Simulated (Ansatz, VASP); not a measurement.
**One calculation of Mg, two programs**

```xyz
1
Lattice="0.0000 2.2489 2.0941 2.0654 -0.0657 2.1598 2.0654 2.3146 -0.0657" Properties=species:S:1:pos:R:3 pbc="T T T"
Mg    0.0000    0.0000    0.0000
```

Alike in both runs: task single point; functional PBEsol; k mesh 14 × 14 × 14; occupations gaussian, width 0.1 eV; no spin polarisation.

|  | VASP | Ansatz |
| --- | --- | --- |
| version | VASP 6.6.1 | Ansatz 0.2.0 |
| potentials or method | VASP PAW PBE potentials, release 64 (Mg) | scalar-relativistic, plane waves, PAW |
| plane-wave cutoff (eV) | 520 | 420 |
| valence electrons in the cell | 2 | 10 |

|  | VASP | Ansatz | Ansatz less VASP |
| --- | --- | --- | --- |
| gap on the k mesh at the Fermi level (eV) | none | none | - |
| pressure (GPa) | 4.3 | 4.3 | +0.02 |
| largest component of the traceless stress (GPa) | 2.07 | 2.06 | -0.007 |

A gap of «none» marks a metal or a gap that the smearing closes. The two sets of potentials don't hold the same shells in valence.

Caveats: the PAW data sets were made with another functional, which shifts forces and pressure a little (VASP).
